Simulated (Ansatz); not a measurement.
# As (Pm-3m) in Ansatz: reference runs

Reference runs on As: the cell as given and a disturbed copy.

Program: Ansatz 0.2.0. These are calculated values, not measurements. Logs are shortened: lines on timing, memory, paths and dates and some standing lists are left out, and cuts for length are marked.

## 1. Starting point

It takes space group Pm-3m (No. 221, cubic). The conventional cell has a = 2.704 Å, b = 2.704 Å, c = 2.704 Å, α = 90.00°, β = 90.00°, γ = 90.00°. As (site symmetry m-3m) has 6 As at 2.70 Å as nearest neighbours.

This isn't the form of As at room conditions, which is rhombohedral.

## 2. Single point, PBE

Contents of input.yaml:

```yaml
crystal:
  lattice:
    - [2.7036817444, 0.0, 0.0]
    - [0.0, 2.7036817444, 0.0]
    - [0.0, 0.0, 2.7036817444]
  atoms:
    - { symbol: As, position: [0.5, 0.5, 0.5] }
kpoints:
  mp_grid: { grid: [10, 10, 10] }
scf:
  occupations: { method: fermi_dirac, width: 0.05 }
hamiltonian:
  xc: pbe
  pseudopotentials: { kind: all_electron, lapw: { basis_error: 0.001 } }
output:
  forces: true
  stress: true
  eigenvalues: true
  populations: true
```

Potentials or basis: all-electron LAPW, scalar-relativistic.

The run is started by

```sh
ansatz run input.yaml --threads 1 --pin off --max-ram 3072MiB --backend cpu --events-out ev --progress --plain --runs-dir out
```

Log:

```text
Warning: RAYON_NUM_THREADS=1 ignored (pool sized by the plan → 1); use --threads N
As: projections on atomic orbitals take those of the free atom 1s2 2s2 2p6 3s2 3p6 3d10 4s2 4p3, of charge +0.00 (hamiltonian.pseudopotentials.projection_atoms)
LAPW: plane waves up to 7.882 Å⁻¹, error target 1.0e-3 eV per atom; small_component_spin mean_spin; As in spheres of 1.352 Å, 23 of its electrons in bands, Dirac shells [] (how accurate: hamiltonian.pseudopotentials.lapw.basis_error, Limitations)
Engine: ansatz 0.2.0, x86_64-unknown-linux-gnu
Pseudopotentials: kind: all_electron
Pseudopotential: As, LAPW, valence charge 23, lapw/all_electron/scalar/gaussian/As, Koelling and Harmon's equation, gaussian nucleus
Functional definition: PBE
  parameter kappa = 0.804
  parameter beta = 0.06672455060314922
  exchange = pbe_x(kappa = kappa, mu = beta*pi^2/3)
  correlation = pbe_c(beta = beta)
Crystal: 1 atoms, lattice volume = 19.764 Å³
Basis set: ecut = 236.69151331093786 eV, 171 PW (Γ), exchange–correlation at level 2
Bands: 16, of which v1, the nominal top of the filled ones, is band 12 counted from 1 (11 counted from 0)
Symmetry: 48 space group operations
Space group: Pm-3m (ITA 221), of the structure as read, at distance tolerance 2.7e-5 Å
k-points: 56 of 1000
Non-local potential: As, projectors of the file, none
Initial density: superposition of atomic densities (chi_scale 0.1, normalization cell)
Initial wavefunctions: plane waves of lowest kinetic energy (no species holds an atomic orbital)
Functional: x = pbe(κ = 0.804, μ = 0.2195149727645171), c = pbe(β = 0.06672455060314922)
iter 1 solved again at ethr=1.18e-4 eV; its pass at ethr=1.00e-1 eV (dr2=2.70e-2 eV) is discarded
SCF iter   1: F=—  HF=-61523.815236 eV  |F-HF|=—  |Δ(HF+E_count)|=         —  Δρ=1.35e-2  dr2=2.71e-2  ethr=1.18e-4  ⟨swp⟩=3.0  Hψ=5954  notcnv=0
preconditioner: auto → none  [metal: Δε(μ)=0.039 eV  Ē_g=15.069 eV  σ=0.050 eV  W_gap=0.19  n_scr=6 (ndim 8)  ℏωp=18.7 eV  f_vac=0.008  D(μ)=0.31/eV (n_scr^D=0)  sad-step TF]
SCF iter   2: F=—  HF=-61523.817362 eV  |F-HF|=—  |Δ(HF+E_count)|=   2.13e-3  Δρ=9.53e-3  dr2=1.62e-2  ethr=1.18e-4  ⟨swp⟩=2.0  Hψ=2496  notcnv=0
iter 3 solved again at ethr=1.33e-6 eV; its pass at ethr=7.06e-5 eV (dr2=3.06e-4 eV) is discarded
SCF iter   3: F=—  HF=-61523.822218 eV  |F-HF|=—  |Δ(HF+E_count)|=   4.86e-3  Δρ=1.40e-3  dr2=3.06e-4  ethr=1.33e-6  ⟨swp⟩=2.0  Hψ=4382  notcnv=0
SCF iter   4: F=—  HF=-61523.820693 eV  |F-HF|=—  |Δ(HF+E_count)|=   1.53e-3  Δρ=3.21e-4  dr2=2.20e-5  ethr=1.33e-6  ⟨swp⟩=2.3  Hψ=2514  notcnv=0
SCF iter   5: F=—  HF=-61523.820712 eV  |F-HF|=—  |Δ(HF+E_count)|=   1.94e-5  Δρ=7.49e-5  dr2=8.86e-7  ethr=9.56e-8  ⟨swp⟩=3.0  Hψ=2586  notcnv=0
SCF iter   6: F=-61523.820715 eV  HF=-61523.820715 eV  |F-HF|=1.86e-8  |Δ(HF+E_count)|=   2.76e-6  Δρ=7.27e-6  dr2=8.04e-9  ethr=3.85e-9  ⟨swp⟩=3.0  Hψ=2631  notcnv=0
SCF 1 converged in 6 iterations: F = -61523.820715 eV  dr2 = 8.04e-9
SCF converged after 6 iterations
Free energy (F): -61523.820715 eV
Harris-Foulkes:  -61523.820715 eV  (|F-HF|=1.86e-8)
Internal energy: -61523.818318 eV  (E = F + TS)
E sigma→0 (E₀):  -61523.819516 eV
Entropy (-TS):   -0.002397 eV (-2.397 meV/atom)
Fermi energy:    12.375048 eV
--- Per-component energies (eV) ---
  E_band       = -1249.743869
  E_kinetic    = 62897.153974
  E_xc         = -2282.032632
  E_electrostatic = -122138.939659  (all electrons and nuclei)
  E_smearing   = -0.002397  (= −TS)
  E_closure    = 0.000000  (closes the sum)
  E_atoms      = -61519.258913  (free atoms, spherical and without spin; not in F)
  Σ components = -61523.820715   (vs F -61523.820715, Δ=0.00e0)
  Basis errors (estimates in eV, not in F): energy 3.3e-4 per atom: plane waves 3.2e-4 (1.8e-4 summed), levels above the bands 9.0e-86, relativity 3.6e-8, radial functions 1.6e-5, core shells 7.3e-14; eigenvalues (radial functions only) 3.5e-5; not estimated: angular momenta, meshes, grids; target (lapw.basis_error) 1.0e-3; muffin-tin radii As 1.352 Å
--- Forces (eV/Å), atoms counted from 1 ---
  atom   1  As    -0.00000000    -0.00000000    -0.00000000
  max |Σ_I F_I| component: 9.86e-31 eV/Å
--- Stress (GPa, compression-positive) ---
        2.179229      -0.000000       0.000000
       -0.000000       2.179229       0.000000
        0.000000       0.000000       2.179229
  P = ⅓ Tr σ = 2.1792 GPa (21.792 kbar)
--- Band table (eV; the first three rows and the last of 56) ---
  k-point 0: bands = ["-173.1446", "-116.5164", "-116.5164", "-116.5164", "-23.6217", "-23.6217", "-23.5192", "-23.5192", "-23.5192", "-2.5675", "16.5668", "16.5668", "16.5668", "21.0064", "21.0064", "22.9768"]
  k-point 1: bands = ["-173.1446", "-116.5165", "-116.5164", "-116.5164", "-23.6213", "-23.6130", "-23.5217", "-23.5217", "-23.5190", "-2.3835", "14.5218", "16.7287", "16.7287", "21.1747", "22.2202", "24.3197"]
  k-point 2: bands = ["-173.1446", "-116.5169", "-116.5164", "-116.5164", "-23.6203", "-23.5901", "-23.5283", "-23.5283", "-23.5185", "-1.8415", "11.4514", "17.1909", "17.1909", "21.6685", "23.0215", "27.9842"]
  k-point 55: bands = ["-173.1444", "-116.5177", "-116.5177", "-116.5177", "-23.5752", "-23.5752", "-23.5752", "-23.4759", "-23.4759", "7.4770", "10.5883", "10.5883", "10.5883", "18.3901", "18.3901", "18.3901"]
--- Löwdin populations: 1 site ---
  site symbol       q [e]
     0     As     32.9633
  spilling = 0.001111 (of n_electrons = 33.000000)
```

Run time: 3.8 s. Hardware: 1 thread of AMD EPYC 7R13 (Zen 3), shared host; peak memory 0.27 GiB.

What came out:

```
Free energy            : -61523.8207 eV
Pressure               : 2.2 GPa
Band gap on the k mesh : none (metal or under the smearing width)
```

Levels at points of the mesh, in eV from the Fermi level:
```tsv
k point	band 9	band 10	band 11	band 12	band 13	band 14
(0.00, 0.00, 0.00)	-35.89	-14.94	4.19	4.19	4.19	8.63
(0.00, 0.00, -0.50)	-35.89	-11.80	-6.89	6.49	6.49	11.41
(0.00, -0.50, -0.50)	-35.85	-8.52	-4.22	-4.22	2.56	8.65
(-0.50, -0.50, -0.50)	-35.85	-4.90	-1.79	-1.79	-1.79	6.02
```

## 3. Single point, PBE (cell strained at random at fixed volume)

input.yaml: that of step 2 with these lines changed.

```diff
@@ -2,7 +2,7 @@
   lattice:
-    - [2.7036817444, 0.0, 0.0]
-    - [0.0, 2.7036817444, 0.0]
-    - [0.0, 0.0, 2.7036817444]
+    - [2.710041, -0.017379, -0.011858]
+    - [-0.017379, 2.7297, 0.033264]
+    - [-0.011858, 0.033264, 2.672193]
   atoms:
-    - { symbol: As, position: [0.5, 0.5, 0.5] }
+    - { symbol: As, position: [0.484351, 0.505525, 0.496375] }
 kpoints:
```

Potentials or basis: all-electron LAPW, scalar-relativistic.

The run is started by

```sh
ansatz run input.yaml --threads 1 --pin off --max-ram 3072MiB --backend cpu --events-out ev --progress --plain --runs-dir out
```

Log:

```text
Warning: RAYON_NUM_THREADS=1 ignored (pool sized by the plan → 1); use --threads N
As: projections on atomic orbitals take those of the free atom 1s2 2s2 2p6 3s2 3p6 3d10 4s2 4p3, of charge +0.00 (hamiltonian.pseudopotentials.projection_atoms)
LAPW: plane waves up to 8.009 Å⁻¹, error target 1.0e-3 eV per atom; small_component_spin mean_spin; As in spheres of 1.336 Å, 23 of its electrons in bands, Dirac shells [] (how accurate: hamiltonian.pseudopotentials.lapw.basis_error, Limitations)
Engine: ansatz 0.2.0, x86_64-unknown-linux-gnu
Pseudopotentials: kind: all_electron
Pseudopotential: As, LAPW, valence charge 23, lapw/all_electron/scalar/gaussian/As, Koelling and Harmon's equation, gaussian nucleus
Functional definition: PBE
  parameter kappa = 0.804
  parameter beta = 0.06672455060314922
  exchange = pbe_x(kappa = kappa, mu = beta*pi^2/3)
  correlation = pbe_c(beta = beta)
Crystal: 1 atoms, lattice volume = 19.764 Å³
Basis set: ecut = 244.3904710853592 eV, 173 PW (Γ), exchange–correlation at level 2
Bands: 16, of which v1, the nominal top of the filled ones, is band 12 counted from 1 (11 counted from 0)
Symmetry: 2 space group operations
Space group: P-1 (ITA 2), of the structure as read, at distance tolerance 2.7e-5 Å
k-points: 504 of 1000
Non-local potential: As, projectors of the file, none
Initial density: superposition of atomic densities (chi_scale 0.1, normalization cell)
Initial wavefunctions: plane waves of lowest kinetic energy (no species holds an atomic orbital)
Functional: x = pbe(κ = 0.804, μ = 0.2195149727645171), c = pbe(β = 0.06672455060314922)
iter 1 solved again at ethr=1.15e-4 eV; its pass at ethr=1.00e-1 eV (dr2=2.63e-2 eV) is discarded
SCF iter   1: F=—  HF=-61523.811133 eV  |F-HF|=—  |Δ(HF+E_count)|=         —  Δρ=1.35e-2  dr2=2.65e-2  ethr=1.15e-4  ⟨swp⟩=3.0  Hψ=53280  notcnv=0
preconditioner: auto → none  [metal: Δε(μ)=0.014 eV  Ē_g=15.067 eV  σ=0.050 eV  W_gap=0.07  n_scr=6 (ndim 8)  ℏωp=18.7 eV  f_vac=0.007  D(μ)=0.27/eV (n_scr^D=0)  sad-step TF]
SCF iter   2: F=—  HF=-61523.813143 eV  |F-HF|=—  |Δ(HF+E_count)|=   2.01e-3  Δρ=9.50e-3  dr2=1.57e-2  ethr=1.15e-4  ⟨swp⟩=2.0  Hψ=22461  notcnv=0
iter 3 solved again at ethr=1.32e-6 eV; its pass at ethr=6.85e-5 eV (dr2=3.04e-4 eV) is discarded
SCF iter   3: F=—  HF=-61523.817917 eV  |F-HF|=—  |Δ(HF+E_count)|=   4.77e-3  Δρ=1.43e-3  dr2=3.04e-4  ethr=1.32e-6  ⟨swp⟩=2.0  Hψ=39503  notcnv=0
SCF iter   4: F=—  HF=-61523.816449 eV  |F-HF|=—  |Δ(HF+E_count)|=   1.47e-3  Δρ=3.10e-4  dr2=2.03e-5  ethr=1.32e-6  ⟨swp⟩=2.3  Hψ=22613  notcnv=0
SCF iter   5: F=—  HF=-61523.816467 eV  |F-HF|=—  |Δ(HF+E_count)|=   1.83e-5  Δρ=7.41e-5  dr2=8.36e-7  ethr=8.83e-8  ⟨swp⟩=3.0  Hψ=23401  notcnv=0
SCF iter   6: F=-61523.816470 eV  HF=-61523.816470 eV  |F-HF|=1.83e-8  |Δ(HF+E_count)|=   2.67e-6  Δρ=7.25e-6  dr2=7.81e-9  ethr=3.64e-9  ⟨swp⟩=3.0  Hψ=23720  notcnv=0
SCF 1 converged in 6 iterations: F = -61523.816470 eV  dr2 = 7.81e-9
SCF converged after 6 iterations
Free energy (F): -61523.816470 eV
Harris-Foulkes:  -61523.816470 eV  (|F-HF|=1.83e-8)
Internal energy: -61523.814297 eV  (E = F + TS)
E sigma→0 (E₀):  -61523.815383 eV
Entropy (-TS):   -0.002173 eV (-2.173 meV/atom)
Fermi energy:    12.346498 eV
--- Per-component energies (eV) ---
  E_band       = -1249.813303
  E_kinetic    = 62897.167587
  E_xc         = -2282.030387
  E_electrostatic = -122138.951497  (all electrons and nuclei)
  E_smearing   = -0.002173  (= −TS)
  E_closure    = 0.000000  (closes the sum)
  E_atoms      = -61519.258913  (free atoms, spherical and without spin; not in F)
  Σ components = -61523.816470   (vs F -61523.816470, Δ=0.00e0)
  Basis errors (estimates in eV, not in F): energy 3.2e-4 per atom: plane waves 3.2e-4 (1.8e-4 summed), levels above the bands 4.0e-86, relativity 5.0e-8, radial functions 8.0e-6, core shells 6.9e-13; eigenvalues (radial functions only) 1.6e-5; not estimated: angular momenta, meshes, grids; target (lapw.basis_error) 1.0e-3; muffin-tin radii As 1.336 Å
--- Forces (eV/Å), atoms counted from 1 ---
  atom   1  As     0.00000000     0.00000000     0.00000000
  max |Σ_I F_I| component: 0.00e0 eV/Å
--- Stress (GPa, compression-positive) ---
        1.809426       0.286761       0.429698
        0.286761       0.423075      -0.862382
        0.429698      -0.862382       4.444399
  P = ⅓ Tr σ = 2.2256 GPa (22.256 kbar)
--- Band table (eV; the first three rows and the last of 504) ---
  k-point 0: bands = ["-173.1480", "-116.5224", "-116.5190", "-116.5178", "-23.6313", "-23.6193", "-23.5241", "-23.5223", "-23.5209", "-2.5710", "16.2320", "16.4881", "16.9919", "20.8481", "21.1153", "23.0442"]
  k-point 1: bands = ["-173.1480", "-116.5225", "-116.5190", "-116.5178", "-23.6221", "-23.6182", "-23.5262", "-23.5245", "-23.5221", "-2.3800", "14.8454", "16.4085", "16.6610", "21.0335", "22.0554", "24.7451"]
  k-point 2: bands = ["-173.1479", "-116.5227", "-116.5191", "-116.5178", "-23.6181", "-23.5955", "-23.5336", "-23.5319", "-23.5218", "-1.8158", "11.6777", "16.8877", "17.1459", "21.5511", "22.8081", "28.5291"]
  k-point 503: bands = ["-173.1477", "-116.5239", "-116.5204", "-116.5190", "-23.5824", "-23.5790", "-23.5742", "-23.4816", "-23.4768", "7.4684", "10.2848", "10.6363", "10.8478", "18.1229", "18.4334", "18.6421"]
--- Löwdin populations: 1 site ---
  site symbol       q [e]
     0     As     32.9631
  spilling = 0.001119 (of n_electrons = 33.000000)
```

It took 26 s on 1 thread of AMD EPYC 7R13 (Zen 3), shared host; peak memory 0.55 GiB.

Results:

| Property | Result |
| --- | --- |
| Free energy | -61523.8165 eV |
| Pressure | 2.2 GPa |
| Band gap on the k mesh | none (metal or under the smearing width) |

Levels at points of the mesh, in eV from the Fermi level:
```csv
k point,band 10,band 11,band 12,band 13,band 14,band 15
"(0.00, 0.00, 0.00)",-14.92,3.89,4.14,4.65,8.50,8.77
"(0.00, 0.00, -0.50)",-11.58,-6.90,6.30,6.58,11.43,14.02
"(0.00, -0.50, 0.00)",-11.92,-6.84,6.31,6.79,11.39,14.36
"(0.00, -0.50, -0.50)",-8.45,-4.43,-3.93,2.61,8.62,16.79
"(-0.50, 0.00, 0.00)",-11.81,-6.86,6.15,6.90,11.40,14.20
"(-0.50, 0.00, -0.50)",-8.33,-4.29,-4.03,2.62,8.44,16.54
"(-0.50, -0.50, 0.00)",-8.70,-4.35,-4.13,2.56,8.92,16.91
"(-0.50, -0.50, -0.50)",-4.88,-2.06,-1.71,-1.50,5.78,6.09
```
